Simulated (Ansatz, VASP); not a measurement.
**One calculation of GaP, two programs**

```
Ga P
1.0
     0.00000    2.53672    2.53672
     2.53672    0.00000    2.53672
     2.53672    2.53672    0.00000
Ga P
1 1
Direct
  0.00000 0.00000 0.00000
  0.50000 0.50000 0.50000
```

Change from the starting cell: volume scaled by 0.95.

Alike in both runs: task single point; functional PBE; k mesh 12 × 12 × 12; occupations fermi-dirac, width 0.05 eV; no spin polarisation.

```csv
,VASP,Ansatz
version,VASP 6.6.1,Ansatz 0.2.0
potentials or method,"VASP PAW PBE potentials, release 64 (Ga_d, P), cutoff 520 eV","all-electron LAPW, scalar-relativistic"
```

Ansatz gave:

```
pressure (GPa) : 5.0
```

Question: Which values does VASP return?

Answer: Pressure (GPa): 5.1.

Ansatz ran all-electron here, so the differences hold the error of VASP's frozen core and of both bases.
